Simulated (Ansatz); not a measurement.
Deforming KI

```xyz
2
Lattice="0.0000 3.5246 3.5246 3.5246 0.0000 3.5246 3.5246 3.5246 0.0000" Properties=species:S:1:pos:R:3 pbc="T T T"
K     0.0000    0.0000    0.0000
I     3.5246    3.5246    3.5246
```

Atoms are numbered in the order listed.

Conventional cell: a = 7.049 Å, b = 7.049 Å, c = 7.049 Å, α = 90.00°, β = 90.00°, γ = 90.00°. Around K (atom 1) lie 6 I at 3.52 Å. Around I (atom 2) lie 6 K at 3.52 Å.

The cell is COD entry 9009735, as deposited and not checked against the literature; nothing was relaxed.

No spin–orbit coupling, which matters for the heavy atoms here.

The calculation used DFT, PBE, all-electron PAW with datasets made for the crystal, scalar-relativistic in Ansatz 0.2.0.

Numerical set-up: a Γ-centred 6×6×6 k mesh, Fermi–Dirac smearing of 0.02 eV, cutoff 200 eV (chosen by the program for this cell), no spin polarisation.

The unchanged cell is at 0.68 GPa.

x, y and z are the Cartesian axes of the cell as listed; fractional coordinates follow a strain, and an engineering shear is twice the off-diagonal strain component.

Vzz stands for the principal value of largest size of the field-gradient tensor, whatever its axis.

No spin–orbit coupling: at heavy atoms the gradients can be off by tens of per cent for that reason.

Problem. One change gave: energy change +5 meV/atom; stress change (xx, yy, zz, yz, xz, xy) 0.45, 0.45, -0.68, 0.00, 0.00, 0.00 GPa, compression positive; Vzz in 10²¹ V/m²: K1 0 → 0.61 (η = 0.00), I2 0 → 0.90 (η = 0.00); gap on the k mesh 3.98 → 3.98 eV. Which change was it?
A. z strained by +3 % at fixed volume
B. xy engineering shear strain of +2 %
C. atom 1 (K) moved by (0.1200, 0.0000, 0.0000) Å

Solution. A. For xy engineering shear strain of +2 %: energy change under 1 meV/atom; stress change (xx, yy, zz, yz, xz, xy) 0.00, 0.00, 0.00, 0.00, 0.00, -0.07 GPa, compression positive; Vzz in 10²¹ V/m²: K1 0 → 0.07 (η = 0.95), I2 0 → -0.55 (η = 0.97); gap on the k mesh 3.98 → 3.96 eV. For atom 1 (K) moved by (0.1200, 0.0000, 0.0000) Å: energy change +4 meV/atom; stress change (xx, yy, zz, yz, xz, xy) 0.21, -0.02, -0.02, 0.00, 0.00, 0.00 GPa, compression positive; change of the force on K1 (-0.139, 0.000, 0.000) eV/Å; Vzz in 10²¹ V/m²: K1 0 → -0.07 (η = 0.00), I2 0 → -0.26 (η = 0.00); gap on the k mesh 3.98 → 3.99 eV.

Problem. What force constant does this one finite step give for K1 along its displacement (all its periodic images move with it)?

Solution. k = −ΔF·u/|u|² = 1.16 eV/Å², so the force pulls the atom back.
